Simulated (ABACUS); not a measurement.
Crystal: Cu.

```
CELL_PARAMETERS angstrom
2.55619 0.00000 0.00000
1.27810 2.21373 0.00000
1.27810 0.73791 2.08712
ATOMIC_POSITIONS crystal
Cu 0.00000 0.00000 0.00000
```

Base run:

```yaml
Program: ABACUS 3.10.1
Functional: OLYP
Potentials_or_basis: SG15 ONCV 1.2 PBE
Cutoff: 1252 eV
Density_cutoff: 5007 eV
Basis: plane waves
k_mesh: 10 × 10 × 10
Occupations: fermi-dirac, width 0.05 eV
Spin: no spin polarisation
```

Its results: band gap on the k mesh none (metal or under the smearing width); pressure 6.0 GPa.

Question: The run is repeated on the same cell with these changes: functional from OLYP to PBEsol; potentials or basis from SG15 ONCV 1.2 PBE to GBRV ultrasoft 1.5 PBEsol; cutoff from 1252 eV to 544 eV; density cutoff from 5007 eV to 4354 eV. What comes out?

Answer: Band gap on the k mesh none (metal or under the smearing width); pressure -6.0 GPa.

Caveats: the potentials were made for another functional, which shifts forces and pressure (some runs).

Not every run made on this cell is shown here.
